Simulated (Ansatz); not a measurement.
# Band edges of Li2S (Fm-3m)

```
CELL_PARAMETERS angstrom
0.00000 2.82731 2.82731
2.82731 0.00000 2.82731
2.82731 2.82731 0.00000
ATOMIC_POSITIONS crystal
Li 0.25000 0.25000 0.25000
Li 0.75000 0.75000 0.75000
S 0.00000 0.00000 0.00000
```

Unless marked otherwise, the numbers come from PBEsol, all-electron LAPW in Ansatz 0.2.0, scalar-relativistic. k mesh 6×6×6, fixed occupations, basis error target 1 meV/atom. The cell was relaxed by PAW under this functional.

Extrema are searched on a 10×10×10 mesh and refined by Newton steps; masses come from band slopes 0.005 Å⁻¹ away, 1/m* = (1/ħ²) d²E/dk², negative for holes (the finite step makes the lightest masses up to about 3 % heavy). k is in units of the reciprocal vectors.

Question: Where are the band edges, and is the gap direct?

Answer: The valence maximum lies at Gamma (0.000, 0.000, 0.000) and the conduction minimum at X (0.000, -0.500, -0.500), so the Kohn-Sham gap of 3.204 eV is indirect; the least direct gap on the mesh is 4.213 eV.

Question: What are the electron masses at the edge?

Answer: The principal masses are 0.33, 0.33, 0.622 mₑ. One valley has a density-of-states mass (m₁m₂m₃)^(1/3) = 0.408; 3 valleys give N^(2/3) times that, 0.848; the direction-averaged conductivity mass 3/Σ(1/mᵢ) is 0.391 mₑ.

Question: Several bands lie at or near the hole edge, or its surface isn't an ellipsoid. What are the masses by direction?

Answer: 

```csv
direction,branch from the edge,its level at the point (eV from the edge),m*/mₑ
100,1,0.000,-0.914
100,2,0.000,-0.914
100,3,0.000,-0.466
110,1,0.000,-7
110,2,0.000,-0.914
110,3,0.000,-0.323
111,1,0.000,-2.18
111,2,0.000,-2.18
111,3,0.000,-0.293
11-2,1,0.000,-2.59
11-2,2,0.000,-1.29
11-2,3,0.000,-0.316
```

Question: Along the Cartesian direction 111 the conduction slope is 0.09739 eV·Å one step out. What is it four steps out, and what does that say?

Answer: 0.389 eV·Å, 3.994 times the first; a parabola would give 4, so the band is nearly parabolic here.

Question: What electronic dielectric constant and refractive index follow from the same bands (independent particles)?

Answer: ε∞ = (4.42, 4.42, 4.42), so n ≈ √ε∞ = 2.10 (mean over directions) well under the gap and the normal reflectivity is ((n − 1)/(n + 1))² = 0.126. Local fields, left out here, lower ε∞ by several per cent.

Question: What gap does PAW give in the same cell?

Answer: 3.204 eV, 0 meV from the LAPW value.

Question: Cells strained by ±0.5 % (all lengths, zz alone, equal engineering shears γ in yz, zx, xy; ions relaxed) give deformation potentials. How do the edge levels move, in eV per unit strain against the centre of the top valence set?

Answer: 

| point | k | side | bands | level (eV) | d/dlnV | d/dε_zz | d/dγ | split/ε_zz | split/γ |
| --- | --- | --- | --- | --- | --- | --- | --- | --- | --- |
| Gamma | 0.00 0.00 0.00 | valence | 3 | 0.000 | 0.00 | 0.00 | 0.00* | 3.31 | 5.34 |
| Gamma | 0.00 0.00 0.00 | conduction | 1 | 4.213 | -5.12 | -5.12 | -0.01* | – | – |
| X | 0.00 -0.50 -0.50 | valence | 2 | -1.488 | 2.07 | 0.39 | 0.00* | 0.20 | 7.46 |
| X | 0.00 -0.50 -0.50 | conduction | 1 | 3.205 | 0.76 | -0.66 | 0.00* | – | – |
| X | -0.50 -0.50 0.00 | valence | 2 | -1.488 | 2.07 | 5.42 | 0.00* | 0.00 | 7.46 |
| X | -0.50 -0.50 0.00 | conduction | 1 | 3.205 | 0.76 | 3.60 | 0.00* | – | – |
| L | -0.50 0.00 0.00 | valence | 2 | -0.531 | 0.75 | 0.75 | -1.44 | 5.48 | 1.77 |
| L | -0.50 0.00 0.00 | conduction | 1 | 6.091 | -4.70 | -4.69 | -0.90 | – | – |
| L | -0.50 -0.50 -0.50 | valence | 2 | -0.531 | 0.75 | 0.75 | 4.33 | 5.48 | 0.00 |
| L | -0.50 -0.50 -0.50 | conduction | 1 | 6.091 | -4.70 | -4.69 | 2.62 | – | – |

For the triplet at Γ the single level moves against the pair by 3bε_zz and by 3√3 d (γ/2), so b = -1.10 eV and d = -2.05 eV.

Sets with another level within 0.15 eV are left out, since it mixes in under strain; the reference set stays in any case. Entries marked * vanish by symmetry to first order; what they show is the residue of the finite step. These cells use a basis error target of 0.5 meV/atom.

Known limits: semilocal gaps are low, and what follows the gap (onsets, screening, light masses) shifts with it; without spin-orbit coupling, bands that meet at the valence top are not the light and heavy holes of experiment; the frozen-core PAW files of the compared runs were fitted under PBE, their cores solved anew for this functional.
